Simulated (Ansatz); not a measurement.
The system is Ta.

```
Ta
1.0
     2.90037    0.00000    0.00000
    -1.45019    2.51180    0.00000
     0.00000    0.00000    5.16627
Ta
2
Cartesian
  0.0000 1.6745 1.2916
  1.4502 0.8373 3.8747
```

This isn't the form of Ta at room conditions, which is bcc.

```yaml
Program: Ansatz 0.2.0
Task: relaxation of cell and atoms
Functional: r2SCAN
Potentials_or_basis: Ansatz PAW
Cutoff: "500 eV (not typed: the program's choice for these potentials)"
k_mesh: 11 × 11 × 5
Occupations: fermi-dirac, width 0.05 eV
Spin: no spin polarisation
```

At the start: volume 18.82 Å³/atom.

Task: How do energy, volume and symmetry change on relaxing?

Result: It ends after 5 steps and the volume is 18.47 Å³/atom (-1.9 %); space group P6_3/mmc (No. 194, to 0.05 Å).

Step by step:
```tsv
step	energy change (eV)	largest force (eV/Å)	volume (Å³)
1	0.0000	0.0000	37.64
2	-0.0085	0.0000	36.99
3	-0.0087	0.0000	36.94
4	-0.0087	0.0000	36.94
5	-0.0084	0.0000	36.94
```

Final structure:
```
Ta
1.0
     2.87822    0.00000    0.00000
    -1.43911    2.49261    0.00000
     0.00000    0.00000    5.14892
Ta
2
Direct
  0.33333 0.66667 0.25000
  0.66667 0.33333 0.75000
```

Caveat: the plane-wave basis is chosen anew once the cell has moved, so the energies of steps on either side of that aren't comparable; the PAW data sets come from PBE, with cores solved anew for the run's functional, which leaves a small shift of forces and pressure.
